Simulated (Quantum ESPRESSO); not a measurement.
GaP:

```
Ga P
1.0
     0.00000    2.72525    2.72525
     2.72525    0.00000    2.72525
     2.72525    2.72525    0.00000
Ga P
1 1
Direct
  0.00000 0.00000 0.00000
  0.75000 0.75000 0.75000
```

Base run:

* Program: Quantum ESPRESSO 7.5
* Functional: PBE
* Potentials or basis: PseudoDojo 0.4.1 SR PBE standard
* Cutoff: 1088 eV
* Density cutoff: 4354 eV
* k mesh: 20 × 20 × 20
* Occupations: fixed
* Spin: no spin polarisation

Its results: band gap on the k mesh, mean-field level 1.61 eV, indirect (least direct gap 1.82 eV).

Task: The run is repeated on the same cell with these changes: k mesh from 20 × 20 × 20 to 6 × 6 × 6; k mesh of the self-consistent run from 20 × 20 × 20 to 8 × 8 × 8. What comes out?

Result: Band gap on the k mesh, mean-field level 1.66 eV, indirect (least direct gap 1.82 eV).

A k mesh can miss the band edges.
